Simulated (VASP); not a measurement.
# TePt (R-3m) in VASP: further runs

The runs below take TePt through single point, with PBEsol+U.

All numbers are computed with VASP 6.6.1; they aren't measurements. Logs are shortened: lines on timing, memory, paths and dates and some standing lists are left out, and cuts for length are marked.

### 1 The crystal as given

The structure is trigonal, space group R-3m (No. 166). Conventional cell: a = 3.963 Å, b = 3.963 Å, c = 19.983 Å, α = 90.00°, β = 90.00°, γ = 120.00°. Around Pt (site symmetry 3m) lie 3 Te at 2.59 Å and 3 Pt at 2.72 Å. Around Te (site symmetry 3m) lie 3 Pt at 2.59 Å.

### 2 Single point, PBEsol+U, collinear spin, ferromagnetic start

INCAR reads:

```
PREC     = Accurate       # precision mode
ENCUT    = 520            # plane-wave cutoff, eV
EDIFF    = 1E-6           # SCF threshold, eV
ISMEAR   = 0              # smearing method
SIGMA    = 0.05           # smearing width, eV
LREAL    = False          # projectors in reciprocal space
LASPH    = True           # aspherical terms in the spheres
NELM     = 60             # most SCF steps
ALGO     = Fast           # electronic algorithm
ISIF     = 2              # what is computed and relaxed
LWAVE    = False          # write WAVECAR
LCHARG   = False          # write CHGCAR
ISPIN    = 2              # spin polarisation
MAGMOM   = 0.5 0.5 0 0    # initial moments
LORBIT   = 11             # projections on sites
LMAXMIX  = 4              # l up to which the mixer works
LDAU     = True           # DFT+U
LDAUTYPE = 2            
LDAUL    = 2 -1           # shell
LDAUU    = 2 0            # U, eV
LDAUJ    = 0 0          
LDAUPRINT= 1            
GGA      = PS             # functional
```

KPOINTS reads:

```
regular mesh
0
Gamma
  7 7 7
```

POSCAR reads:

```
TePt
1.0
    1.9815662800      1.1440578300      6.6610310500
   -1.9815662800      1.1440578300      6.6610310500
    0.0000000000     -2.2881156500      6.6610310500
Pt Te
2 2
Direct
    0.8703333333      0.8703333333      0.8703333333
    0.1296666667      0.1296666667      0.1296666667
    0.5980000000      0.5980000000      0.5980000000
    0.4020000000      0.4020000000      0.4020000000
```

Potentials or basis: VASP PAW PBE potentials, release 64 (Pt, Te).

On the command line:

```sh
$ cat potpaw_PBE.64/Pt/POTCAR potpaw_PBE.64/Te/POTCAR > POTCAR
$ mpirun -np 1 vasp_std > vasp.out
```

OUTCAR:

```text
PREC = Accurate
   ENCUT = 520
   EDIFF = 1E-6
   ISMEAR = 0
   LREAL = False
   LASPH = True
   NELM = 60
   ISIF = 2
   ISPIN = 2
   LORBIT = 11
   GGA = PS

 ion  position               nearest neighbor table
   1  0.870  0.870  0.870-   3 2.59   3 2.59   3 2.59   2 2.72   2 2.72   2 2.72   4 3.54   4 3.54
                             4 3.54
   2  0.130  0.130  0.130-   4 2.59   4 2.59   4 2.59   1 2.72   1 2.72   1 2.72   3 3.54   3 3.54
                             3 3.54
   3  0.598  0.598  0.598-   1 2.59   1 2.59   1 2.59   2 3.54   2 3.54   2 3.54   4 3.57   4 3.57
                             4 3.57
   4  0.402  0.402  0.402-   2 2.59   2 2.59   2 2.59   1 3.54   1 3.54   1 3.54   3 3.57   3 3.57
                             3 3.57

  LATTYP: Found a trigonal (rhomboedric) cell.
 ALAT       =     7.0430680736
 COS(alpha) =     0.8416845021

  Lattice vectors:

 A1 = (   1.9815662800,   1.1440578300,   6.6610310500)
 A2 = (  -1.9815662800,   1.1440578300,   6.6610310500)
 A3 = (   0.0000000000,  -2.2881156500,   6.6610310500)

Analysis of symmetry for initial positions (statically):
=====================================================================
 Subroutine PRICEL returns:
 Original cell was already a primitive cell.

 Routine SETGRP: Setting up the symmetry group for a
 trigonal (rhombohedral) supercell.

 Subroutine GETGRP returns: Found 12 space group operations
 (whereof 12 operations were pure point group operations)
 out of a pool of 12 trial point group operations.

The static configuration has the point symmetry D_3d.

Analysis of symmetry for dynamics (positions and initial velocities):
=====================================================================
 Subroutine PRICEL returns:
 Original cell was already a primitive cell.

 Routine SETGRP: Setting up the symmetry group for a
 trigonal (rhombohedral) supercell.

 Subroutine GETGRP returns: Found 12 space group operations
 (whereof 12 operations were pure point group operations)
 out of a pool of 12 trial point group operations.

[... 223 lines left out ...]
  o =  0.8909  v =  0.0000  0.0000  0.0000  0.0000  0.0000  0.7567 -0.0000 -0.0000 -0.6538  0.0000      0.0000  0.0000  0.0000  0.0000  0.0000  0.0000  0.0000  0.0000  0.0000  0.0000
  o =  0.8909  v =  0.0000  0.0000  0.0000  0.0000  0.0000 -0.0000 -0.6538 -0.0000  0.0000  0.7567      0.0000  0.0000  0.0000  0.0000  0.0000  0.0000  0.0000  0.0000  0.0000  0.0000
  o =  0.8909  v = -0.7567  0.0000  0.0000  0.6538 -0.0000  0.0000  0.0000  0.0000  0.0000  0.0000      0.0000  0.0000  0.0000  0.0000  0.0000  0.0000  0.0000  0.0000  0.0000  0.0000
  o =  0.8909  v =  0.0000  0.6538  0.0000  0.0000 -0.7567  0.0000  0.0000  0.0000  0.0000  0.0000      0.0000  0.0000  0.0000  0.0000  0.0000  0.0000  0.0000  0.0000  0.0000  0.0000
  o =  0.8922  v =  0.0000  0.0000  0.0000  0.0000  0.0000  0.0000  0.0000 -1.0000 -0.0000 -0.0000      0.0000  0.0000  0.0000  0.0000  0.0000  0.0000  0.0000  0.0000  0.0000  0.0000
  o =  0.8923  v =  0.0000 -0.0000  1.0000  0.0000  0.0000  0.0000  0.0000  0.0000  0.0000  0.0000      0.0000  0.0000  0.0000  0.0000  0.0000  0.0000  0.0000  0.0000  0.0000  0.0000

 number of electron      32.0000000 magnetization       0.0000596

 Free energy of the ion-electron system (eV)
  ---------------------------------------------------
  ext. energy  EPLUGINS =         0.00000000
  ---------------------------------------------------
  free energy    TOTEN  =       -19.58686228 eV

  energy without entropy =      -19.58514757  energy(sigma->0) =      -19.58600493

 E-fermi :   8.1164     XC(G=0): -11.0268

 val. band max:        8.0929736185   @ k =  -0.2857   0.4286   0.1429
 cond. band min:       8.1559771839   @ k =   0.4286   0.4286   0.2857
 fundamental gap:      0.0630035654
 Fermi energy:         8.1164001939

 spin component 1

 k-point     1 :       0.0000    0.0000    0.0000
  band No.  band energies     occupation
      1      -5.1098      1.00000
      2      -3.5765      1.00000
      3       1.4122      1.00000
      4       2.5452      1.00000
      5       2.5452      1.00000
      6       3.0858      1.00000
[... 1145 lines left out ...]
     20      13.1754      0.00000
     21      14.3071      0.00000

 [... further k-points ...]

------------------------ aborting loop because EDIFF is reached ----------------------------------------

  FORCE on cell =-STRESS in cart. coord.  units (eV):
  Direction    XX          YY          ZZ          XY          YZ          ZX
  --------------------------------------------------------------------------------------
  -------------------------------------------------------------------------------------
  Total       -1.3631281     -1.3631281     -1.1329401      0.0000000     -0.0000000      0.0000000
  in kB      -24.1044907    -24.1044907    -20.0340269      0.0000000     -0.0000000      0.0000000
  external PRESSURE =     -22.7476694 kB  Pullay stress =       0.0000000 kB

 VOLUME and BASIS-vectors are now :
 -----------------------------------------------------------------------------
  energy-cutoff  :      520.00
  volume of cell :       90.60
      direct lattice vectors                 reciprocal lattice vectors
     1.981566280  1.144057830  6.661031050     0.252325650  0.145680282  0.050042303
    -1.981566280  1.144057830  6.661031050    -0.252325650  0.145680282  0.050042303
     0.000000000 -2.288115650  6.661031050     0.000000000 -0.291360564  0.050042303

 POSITION                                       TOTAL-FORCE (eV/Angst)
 -----------------------------------------------------------------------------------
      0.00000      0.00000     17.39195         0.000000     -0.000000     -0.201760
      0.00000      0.00000      2.59114         0.000000      0.000000      0.201760
      0.00000      0.00000     11.94989         0.000000     -0.000000     -0.102668
      0.00000      0.00000      8.03320         0.000000      0.000000      0.102668
 -----------------------------------------------------------------------------------
    total drift:                                0.000000     -0.000000      0.000000

  FREE ENERGIE OF THE ION-ELECTRON SYSTEM (eV)
  ---------------------------------------------------
  free  energy   TOTEN  =       -19.5868622831 eV

  energy  without entropy=      -19.5851475708  energy(sigma->0) =      -19.58600493

 total charge

# of ion       s       p       d       tot
------------------------------------------
    1        0.665   0.569   8.296   9.530
    2        0.665   0.569   8.296   9.530
    3        1.391   1.839   0.087   3.317
    4        1.391   1.839   0.087   3.317
--------------------------------------------------
tot          4.112   4.817  16.765  25.694

 magnetization (x)

# of ion       s       p       d       tot
------------------------------------------
    1        0.000  -0.000   0.000   0.000
    2        0.000  -0.000   0.000   0.000
    3       -0.000  -0.000  -0.000  -0.000
    4       -0.000  -0.000  -0.000  -0.000
--------------------------------------------------
tot          0.000  -0.000   0.000  -0.000
```

Wall time 7.7 min (1 thread of Intel Xeon Platinum 8488C (Sapphire Rapids), shared host); peak memory 0.56 GiB.

Results:

```yaml
Free_energy: -19.5869 eV
Pressure: -2.3 GPa
Largest_force: 0.202 eV/Å
Band_gap_on_the_k_mesh: none (metal or under the smearing width)
Net_moment: 0.00 μB per cell
Valence_electrons_inside_the_program's_atomic_spheres: Pt 9.53; Te 3.32
```

Forces on the atoms (eV/Å):
```
Pt   0.000  0.000 -0.202
Pt   0.000  0.000  0.202
Te   0.000  0.000 -0.103
Te   0.000  0.000  0.103
```

Stress tensor (GPa, compression positive):
```
-2.41  0.00  0.00
 0.00 -2.41  0.00
 0.00  0.00 -2.00
```

Eigenvalues of the final occupation matrices:
```
    site  spin  trace               eigenvalues
site 1 d     1   4.18  0.75 0.75 0.89 0.89 0.89
site 1 d     2   4.18  0.75 0.75 0.89 0.89 0.89
site 2 d     1   4.18  0.75 0.75 0.89 0.89 0.89
site 2 d     2   4.18  0.75 0.75 0.89 0.89 0.89
```

Caveat: the PAW data sets were made with another functional, which shifts forces and pressure a little; the U is typed as a test and isn't derived for this compound. The run has no spin-orbit coupling, so splittings on Pt, Te are missing.

### 3 Single point, PBEsol+U, collinear spin, antiferromagnetic start

Edit INCAR of step 2 so:

```diff
@@ -13,3 +13,3 @@
 ISPIN    = 2              # spin polarisation
-MAGMOM   = 0.5 0.5 0 0    # initial moments
+MAGMOM   = 0.5 -0.5 0 0   # initial moments
 LORBIT   = 11             # projections on sites
```

KPOINTS is that of step 2.

POSCAR is that of step 2.

Potentials or basis: VASP PAW PBE potentials, release 64 (Pt, Te).

On the command line:

```sh
$ cat potpaw_PBE.64/Pt/POTCAR potpaw_PBE.64/Te/POTCAR > POTCAR
$ mpirun -np 1 vasp_std > vasp.out
```

Run time: 6.8 min. Hardware: 1 thread of Intel Xeon Platinum 8488C (Sapphire Rapids), shared host; peak memory 0.55 GiB.

Results (log left out):

```yaml
Free_energy: -19.5869 eV
Pressure: -2.3 GPa
Largest_force: 0.201 eV/Å
Band_gap_on_the_k_mesh: none (metal or under the smearing width)
Net_moment: 0.00 μB per cell
Valence_electrons_inside_the_program's_atomic_spheres: Pt 9.53; Te 3.32
```

Forces in eV/Å, atoms in the order of the input:
```
Pt   0.000  0.000 -0.201
Pt   0.000  0.000  0.201
Te   0.000  0.000 -0.103
Te   0.000  0.000  0.103
```

Stress tensor (GPa, compression positive):
```
-2.41  0.00  0.00
 0.00 -2.41  0.00
 0.00  0.00 -2.00
```

Levels at points of the mesh, in eV from the Fermi level:
Spin up:
| k point | band 14 | band 15 | band 16 | band 17 | band 18 | band 19 |
| --- | --- | --- | --- | --- | --- | --- |
| (0.00, 0.00, 0.00) | 0.78 | 0.78 | 0.94 | 1.40 | 2.90 | 2.90 |
Spin down:
| k point | band 13 | band 14 | band 15 | band 16 | band 17 | band 18 | band 19 | band 20 |
| --- | --- | --- | --- | --- | --- | --- | --- | --- |
| (0.00, 0.00, 0.00) | -1.95 | 0.78 | 0.78 | 0.94 | 1.40 | 2.90 | 2.90 | 4.69 |

Eigenvalues of the final occupation matrices:
```
    site  spin  trace               eigenvalues
site 1 d     1   4.18  0.75 0.75 0.89 0.89 0.89
site 1 d     2   4.18  0.75 0.75 0.89 0.89 0.89
site 2 d     1   4.18  0.75 0.75 0.89 0.89 0.89
site 2 d     2   4.18  0.75 0.75 0.89 0.89 0.89
```

Caveat: the PAW data sets were made with another functional, which shifts forces and pressure a little; the U is typed as a test and isn't derived for this compound.
